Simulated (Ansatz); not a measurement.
Level of theory: DFT PBE, scalar-relativistic, plane waves, PAW in Ansatz 0.2.0. Settings: cutoff 420 eV, Γ-centred meshes spaced at most about 0.3 Å⁻¹, and about 0.25 Å⁻¹ or finer for metals (2π included), Gaussian smearing. No spin polarisation in the final relaxations.

All energies are static (0 K, no zero-point motion). Both are relaxed sheets, periodic along a and b.

Compare these two cells of CuAu, each relaxed at this level.

A.

```xyz
2
Lattice="2.7100 0.0000 0.0000 0.0000 2.7100 0.0000 0.0000 0.0000 27.4850" Properties=species:S:1:pos:R:3 pbc="T T F"
Cu    1.3550    1.3550    8.9466
Au    0.0000    0.0000    7.0534
```

B.

```xyz
2
Lattice="3.5377 0.0000 0.0000 0.0000 3.5377 0.0000 0.0000 0.0000 23.8000" Properties=species:S:1:pos:R:3 pbc="T T F"
Cu    0.0000    0.0000    7.0000
Au    1.7689    1.7689    7.0000
```

**Question.** Which form is favoured at zero pressure, and by what margin per atom?

**Answer.** A is lower, by 166 meV/atom. A has layer group p4mm (No. 55), 3.7 Å²/atom and no gap on its mesh; B has layer group p4/mmm (No. 61), 6.3 Å²/atom and no gap. Counting all near atoms (those within 1.25 times the shortest distance at each site), A has Cu 8, Au 8 and B has Cu 4, Au 4. Even the lower one lies +0.53 eV/atom against the reference forms of the elements (uncorrected), so neither is stable at this level. Both come from invented guesses.

Spin–orbit coupling, which can matter for Au, is left out. Cells relaxed within their symmetry can be saddle points.
